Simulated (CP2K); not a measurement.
CdSe:

```xyz
2
Lattice="4.3420 0.0000 0.0000 2.1710 3.7603 0.0000 2.1710 1.2534 3.5452" Properties=species:S:1:pos:R:3 pbc="T T T"
Cd    0.0000    0.0000    0.0000
Se    2.1710    1.2534    0.8863
```

Measurements of this composition are mostly on another form, of space group No. 186.

Base run:

```yaml
Program: CP2K 2026.2
Functional: PBE
Potentials_or_basis: POTENTIAL_UZH Cd GTH-PBE-q12, Se GTH-PBE-q6; TZVP-MOLOPT-PBE-GTH basis
Density_cutoff: 9184 eV
k_mesh: 8 × 8 × 8
Occupations: fermi-dirac, width 0.05 eV
Spin: no spin polarisation
```

Its results: band gap on the k mesh 0.55 eV, direct; pressure 1.8 GPa.

**Question.** The run is repeated on the same cell with these changes: functional from PBE to rev-vdW-DF2. What comes out?

**Answer.** Band gap on the k mesh 0.42 eV, direct; pressure 1.2 GPa.

Caveats: the basis of atomic orbitals isn't converged, which shifts pressures, moduli and gaps; the potentials were made for another functional, which shifts forces and pressure (some runs).
